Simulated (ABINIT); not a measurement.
A run of ABINIT 10.8.3 (patched build):

File run.abi:

```
# Datasets: one volume each
ndtset 7
getwfk -1
scalecart1 3*0.9795861087
scalecart2 3*0.9864848297
scalecart3 3*0.9932883884
scalecart4 3*1.0000000000
scalecart5 3*1.0066227096
scalecart6 3*1.0131594038
scalecart7 3*1.0196128224

# Pseudopotentials
pp_dirpath "./"
pseudos "Al.GGA_PBE-JTH.xml"

# Structure
acell 5.4112434042 5.4112434042 5.4112434042
rprim
     0.0000000000     0.7071067812     0.7071067812
     0.7071067812     0.0000000000     0.7071067812
     0.7071067812     0.7071067812     0.0000000000
ntypat 1
znucl 13
natom 1
typat 1
xred
     0.0000000000     0.0000000000     0.0000000000

# Plane-wave basis
ecut 20.0
pawecutdg 40.0

# k points
kptopt 1
ngkpt 11 11 11
nshiftk 1
shiftk 0.0 0.0 0.0

# Exchange and correlation
ixc -106132
vdw_xc 7

# Bands and occupations
nband 6
occopt 3
tsmear 0.00183747

# SCF cycle
nstep 100
tolvrs 1.0e-9

# Output
iomode 3
prtwf 1
prtden 0
prteig 0
prtebands 0
```

Potentials or basis: JTH PAW PBE v2.0.

Command:

```console
$ abinit run.abi > log 2>&1
```

Hardware: 1 thread of Arm Neoverse N1, on a shared host.

Question: Estimate the wall time of this run.

Answer: Run time: 38 s on 1 thread of Arm Neoverse N1, on a shared host, peak memory 0.12 GiB. Counts: scf iterations 38, k points 56, bands 6, plane waves 462.
